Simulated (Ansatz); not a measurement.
# KBr (Pm-3m) in Ansatz: reference runs

Reference runs on KBr: the cell as given and a disturbed copy.

All numbers are computed with Ansatz 0.2.0; they aren't measurements. Logs are shortened: lines on timing, memory, paths and dates and some standing lists are left out, and cuts for length are marked.

## Step 1: The structure

Symmetry: Pm-3m, No. 221, cubic system. The conventional cell has a = 4.043 Å, b = 4.043 Å, c = 4.043 Å, α = 90.00°, β = 90.00°, γ = 90.00°. Br (site symmetry m-3m) is surrounded by 8 K at 3.50 Å. Around K (site symmetry m-3m) lie 8 Br at 3.50 Å.

Measurements of this composition are mostly on another form, of space group No. 225.

## Step 2: Single point, PBE

Contents of input.yaml:

```yaml
crystal:
  lattice:
    - [4.043499, 0.0, 0.0]
    - [0.0, 4.043499, 0.0]
    - [0.0, 0.0, 4.043499]
  atoms:
    - { symbol: Br, position: [0.5, 0.5, 0.5] }
    - { symbol: K, position: [0.0, 0.0, 0.0] }
kpoints:
  mp_grid: { grid: [7, 7, 7] }
scf:
  occupations: { method: fermi_dirac, width: 0.05 }
hamiltonian:
  xc: pbe
  pseudopotentials: { kind: all_electron, lapw: { basis_error: 0.001 } }
output:
  forces: true
  stress: true
  eigenvalues: true
  populations: true
```

Potentials or basis: all-electron LAPW, scalar-relativistic.

Launch:

```bash
ansatz run input.yaml --threads 1 --pin off --max-ram 2560MiB --backend cpu --events-out ev --progress --plain --runs-dir out
```

Standard output:

```text
Warning: RAYON_NUM_THREADS=1 ignored (pool sized by the plan → 1); use --threads N
Br: projections on atomic orbitals take those of the free atom 1s2 2s2 2p6 3s2 3p6 3d10 4s2 4p5, of charge +0.00 (hamiltonian.pseudopotentials.projection_atoms)
K: projections on atomic orbitals take those of the free atom 1s2 2s2 2p6 3s2 3p6 4s1, of charge +0.00 (hamiltonian.pseudopotentials.projection_atoms)
LAPW: plane waves up to 5.424 Å⁻¹, error target 1.0e-3 eV per atom; small_component_spin mean_spin; K in spheres of 1.759 Å, 9 of its electrons in bands, Dirac shells []; Br in spheres of 1.742 Å, 23 of its electrons in bands, Dirac shells [] (how accurate: hamiltonian.pseudopotentials.lapw.basis_error, Limitations)
Engine: ansatz 0.2.0, aarch64-unknown-linux-gnu
Pseudopotentials: kind: all_electron
Pseudopotential: Br, LAPW, valence charge 23, lapw/all_electron/scalar/gaussian/Br, Koelling and Harmon's equation, gaussian nucleus
Pseudopotential: K, LAPW, valence charge 9, lapw/all_electron/scalar/gaussian/K, Koelling and Harmon's equation, gaussian nucleus
Functional definition: PBE
  parameter kappa = 0.804
  parameter beta = 0.06672455060314922
  exchange = pbe_x(kappa = kappa, mu = beta*pi^2/3)
  correlation = pbe_c(beta = beta)
Crystal: 2 atoms, lattice volume = 66.111 Å³
Basis set: ecut = 112.08754785145368 eV, 179 PW (Γ), exchange–correlation at level 2
Bands: 20, of which v1, the nominal top of the filled ones, is band 16 counted from 1 (15 counted from 0)
Symmetry: 48 space group operations
Space group: Pm-3m (ITA 221), of the structure as read, at distance tolerance 4.0e-5 Å
k-points: 20 of 343
Non-local potential: Br, projectors of the file, none
Non-local potential: K, projectors of the file, none
Initial density: superposition of atomic densities (chi_scale 0.1, normalization cell, long waves kept (reshape's long-wave potential 0.00 eV rms))
Initial wavefunctions: plane waves of lowest kinetic energy (no species holds an atomic orbital)
Functional: x = pbe(κ = 0.804, μ = 0.2195149727645171), c = pbe(β = 0.06672455060314922)
iter 1 solved again at ethr=1.03e-3 eV; its pass at ethr=1.00e-1 eV (dr2=3.30e-1 eV) is discarded
SCF iter   1: F=—  HF=-87313.362535 eV  |F-HF|=—  |Δ(HF+E_count)|=         —  Δρ=1.33e-2  dr2=3.30e-1  ethr=1.03e-3  ⟨swp⟩=2.5  Hψ=2574  notcnv=0
preconditioner: auto → Resta (q_TF=auto, 2.418 Å⁻¹)  ε∞=2.3  [insulator: Δε(μ)=4.533 eV  Ē_g=14.776 eV  σ=0.050 eV  W_gap=1.00  n_scr=18 (ndim 8)  ℏωp=17.1 eV  f_vac=0.000  D(μ)=0.00/eV (n_scr^D=0)  ε∞_Penn≈2.3]
SCF iter   2: F=—  HF=-87313.162906 eV  |F-HF|=—  |Δ(HF+E_count)|=   2.00e-1  Δρ=6.38e-3  dr2=8.49e-2  ethr=1.03e-3  ⟨swp⟩=3.0  Hψ=1336  notcnv=0
SCF iter   3: F=—  HF=-87313.159188 eV  |F-HF|=—  |Δ(HF+E_count)|=   3.72e-3  Δρ=3.46e-3  dr2=2.63e-2  ethr=2.65e-4  ⟨swp⟩=2.1  Hψ=1299  notcnv=0  defer=1
iter 4 solved again at ethr=3.77e-6 eV; its pass at ethr=8.21e-5 eV (dr2=1.21e-3 eV) is discarded
SCF iter   4: F=—  HF=-87313.163514 eV  |F-HF|=—  |Δ(HF+E_count)|=         —  Δρ=7.49e-4  dr2=1.21e-3  ethr=3.77e-6  ⟨swp⟩=2.0  Hψ=2052  notcnv=0
the basis was enlarged: its passes take 427.8 KiB over the memory plan, 1 of 1 planned eigensolver slots
SCF iter   5: F=—  HF=-87313.163672 eV  |F-HF|=—  |Δ(HF+E_count)|=   1.58e-4  Δρ=1.86e-4  dr2=3.33e-5  ethr=3.77e-6  ⟨swp⟩=3.0  Hψ=1305  notcnv=0
SCF iter   6: F=—  HF=-87313.163760 eV  |F-HF|=—  |Δ(HF+E_count)|=   8.75e-5  Δρ=3.41e-5  dr2=8.57e-7  ethr=1.04e-7  ⟨swp⟩=3.0  Hψ=1309  notcnv=0
SCF iter   7: F=—  HF=-87313.163780 eV  |F-HF|=—  |Δ(HF+E_count)|=   1.99e-5  Δρ=1.64e-5  dr2=2.18e-7  ethr=2.68e-9  ⟨swp⟩=3.0  Hψ=1281  notcnv=0
SCF iter   8: F=-87313.163780 eV  HF=-87313.163780 eV  |F-HF|=9.94e-9  |Δ(HF+E_count)|=   5.49e-7  Δρ=2.55e-6  dr2=7.05e-9  ethr=6.80e-10  ⟨swp⟩=3.0  Hψ=1301  notcnv=0
SCF 1 converged in 8 iterations: F = -87313.163780 eV  dr2 = 7.05e-9
SCF converged after 8 iterations
Free energy (F): -87313.163780 eV
Harris-Foulkes:  -87313.163780 eV  (|F-HF|=9.94e-9)
Internal energy: -87313.163780 eV  (E = F + TS)
E sigma→0 (E₀):  -87313.163780 eV
Fermi energy:    5.446532 eV
--- Per-component energies (eV) ---
  E_band       = -1627.139963
  E_kinetic    = 89207.875808
  E_xc         = -3422.636576
  E_electrostatic = -173098.403012  (all electrons and nuclei)
  E_smearing   = -0.000000  (= −TS)
  E_closure    = 0.000000  (closes the sum)
  E_atoms      = -87307.119739  (free atoms, spherical and without spin; not in F)
  Σ components = -87313.163780   (vs F -87313.163780, Δ=0.00e0)
  Basis errors (estimates in eV, not in F): energy 3.2e-4 per atom: plane waves 2.7e-4 (1.4e-4 summed), levels above the bands 3.7e-59, relativity 2.0e-8, radial functions 4.5e-5, core shells 6.4e-7; eigenvalues (radial functions only) 8.4e-6; not estimated: angular momenta, meshes, grids; target (lapw.basis_error) 1.0e-3; muffin-tin radii K 1.759 Å, Br 1.742 Å
--- Forces (eV/Å), atoms counted from 1 ---
  atom   1  Br    -0.00000000     0.00000000    -0.00000000
  atom   2  K      0.00000000    -0.00000000    -0.00000000
  max |Σ_I F_I| component: 9.49e-31 eV/Å
--- Stress (GPa, compression-positive) ---
       -0.051842       0.000000       0.000000
        0.000000      -0.051842       0.000000
        0.000000       0.000000      -0.051842
  P = ⅓ Tr σ = -0.0518 GPa (-0.518 kbar)
--- Band table (eV; the first three rows and the last of 20) ---
  k-point 0: bands = ["-161.7923", "-161.7923", "-161.7923", "-55.0882", "-55.0882", "-55.0882", "-55.0875", "-55.0875", "-25.2110", "-9.3260", "-8.6359", "-8.6359", "-8.6359", "3.1917", "3.1917", "3.1917", "7.3158", "9.3093", "9.3093", "13.0587"]
  k-point 1: bands = ["-161.7923", "-161.7923", "-161.7923", "-55.0882", "-55.0882", "-55.0882", "-55.0875", "-55.0875", "-25.2091", "-9.3623", "-8.6324", "-8.6324", "-8.5960", "2.7734", "3.1971", "3.1971", "7.7907", "9.4642", "9.7217", "12.9981"]
  k-point 2: bands = ["-161.7923", "-161.7923", "-161.7923", "-55.0882", "-55.0882", "-55.0882", "-55.0875", "-55.0875", "-25.2049", "-9.4377", "-8.6243", "-8.6243", "-8.5104", "2.0457", "3.2088", "3.2088", "8.7621", "9.9069", "10.6291", "12.9410"]
  k-point 19: bands = ["-161.7923", "-161.7923", "-161.7923", "-55.0882", "-55.0882", "-55.0882", "-55.0875", "-55.0875", "-25.1839", "-8.9877", "-8.7398", "-8.7398", "-8.7345", "2.0861", "2.0861", "2.1088", "10.5638", "10.8416", "10.8416", "12.6034"]
--- Löwdin populations: 2 sites ---
  site symbol       q [e]
     0     Br     35.6811
     1      K     18.2619
  spilling = 0.001056 (of n_electrons = 54.000000)
```

It took 3.2 s on 1 thread of Arm Neoverse V1, shared host; peak memory 0.23 GiB.

What came out:

- Free energy: -87313.1638 eV
- Pressure: -0.1 GPa
- Band gap on the k mesh: 3.89 eV, indirect (least direct gap 4.12 eV)
- Loewdin charges: Br -0.68; K +0.74 e

Levels at points of the mesh, in eV from the valence-band top:
```csv
k point,band 12,band 13,band 14,band 15,band 16,band 17,band 18,band 19,band 20
"(0.00, 0.00, 0.00)",-12.06,-12.06,-0.24,-0.24,-0.24,3.89,5.88,5.88,9.63
```

Caveat: an odd mesh through Γ misses points on the zone boundary, where band edges often lie.

## Step 3: Single point, PBE (atoms moved at random, drawn with an rms of 0.05 Å)

input.yaml, as its differences from that of step 2:

```diff
@@ -6,4 +6,4 @@
   atoms:
-    - { symbol: Br, position: [0.5, 0.5, 0.5] }
-    - { symbol: K, position: [0.0, 0.0, 0.0] }
+    - { symbol: Br, position: [0.500382, 0.494743, 0.502282] }
+    - { symbol: K, position: [-0.001162, -0.000216, -0.02349] }
 kpoints:
```

Potentials or basis: all-electron LAPW, scalar-relativistic.

Launch:

```bash
ansatz run input.yaml --threads 1 --pin off --max-ram 2560MiB --backend cpu --events-out ev --progress --plain --runs-dir out
```

It took 32 s on 1 thread of Arm Neoverse V1, shared host; peak memory 0.37 GiB.

It converged, with:

| Quantity | Value |
| --- | --- |
| Free energy | -87313.1607 eV |
| Pressure | 0.0 GPa |
| Largest force | 0.058 eV/Å |
| Band gap on the k mesh | 3.89 eV, indirect (least direct gap 4.13 eV) |
| Loewdin charges | Br -0.68; K +0.74 e |

Forces on the atoms (eV/Å):
```
Br  -0.004  0.012 -0.057
K    0.004 -0.012  0.057
```

Levels at points of the mesh, in eV from the valence-band top:
```
           k point  band 14  band 15  band 16  band 17  band 18  band 19
(0.00, 0.00, 0.00)    -0.24    -0.24    -0.24     3.89     5.88     5.91
```

Caveat: an odd mesh through Γ misses points on the zone boundary, where band edges often lie.
